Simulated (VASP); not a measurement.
RbBr: band structure with r2SCAN

The system is RbBr.

```
CELL_PARAMETERS angstrom
0.00000 3.42700 3.42700
3.42700 0.00000 3.42700
3.42700 3.42700 0.00000
ATOMIC_POSITIONS crystal
Rb 0.00000 0.00000 0.00000
Br 0.50000 0.50000 0.50000
```

- Program: VASP 6.6.1
- Task: band structure
- Functional: r2SCAN
- Potentials or basis: VASP PAW PBE potentials, release 64 (Rb_sv, Br)
- Cutoff: 520 eV
- k mesh: 6 × 6 × 6
- Occupations: gaussian, width 0.02 eV
- Spin: spin-orbit coupling, no magnetisation
- Ladder: free
- Further INCAR settings: ALGO = Normal; EDIFF = 1e-07; NBANDS = 28

```yaml
Pressure: 0.5 GPa
Valence_electrons_inside_the_program's_atomic_spheres: Rb 7.37; Br 4.93
```

It took 13 min on 2 MPI ranks on AMD EPYC 9R45 (Zen 5), on a shared host, peak memory 0.47 GiB a rank.

Caveat: the PAW data sets were made with another functional, which shifts forces and pressure a little.
